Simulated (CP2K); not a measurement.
Crystal: Os.

```
CELL_PARAMETERS angstrom
2.73410 0.00000 0.00000
-1.36705 2.36780 0.00000
0.00000 0.00000 4.31970
ATOMIC_POSITIONS crystal
Os 0.66667 0.33333 0.75000
Os 0.33333 0.66667 0.25000
```

Program: CP2K 2026.2. Alike in all runs: task atomic charges; level PBE; no spin polarisation; cell as given; k mesh 11 × 11 × 6; smearing fermi-dirac 0.05 eV. Hardware: 1 thread of Arm Neoverse V1, on a shared host.

Question: Order these runs on this cell by their wall time, lowest first.
A. potentials or basis GTH_POTENTIALS Os GTH-PBE-q16; SZV-MOLOPT-SR-GTH basis; basis sets Os SZV-MOLOPT-SR-GTH-q16; potentials Os GTH-PBE-q16 of GTH_POTENTIALS; ADDED_MOS [4]
B. potentials or basis POTENTIAL_UZH Os GTH-PBE-q16; TZV2P-MOLOPT-PBE-GTH basis; basis sets Os TZV2P-MOLOPT-PBE-GTH-q16; potentials Os GTH-PBE-q16 of POTENTIAL_UZH; ADDED_MOS [16]
C. potentials or basis GTH_POTENTIALS Os GTH-PBE-q16; TZVP-MOLOPT-SR-GTH basis; basis sets Os TZVP-MOLOPT-SR-GTH-q16; potentials Os GTH-PBE-q16 of GTH_POTENTIALS; ADDED_MOS [16]

Answer: A (11 s), C (46 s), B (120 s).
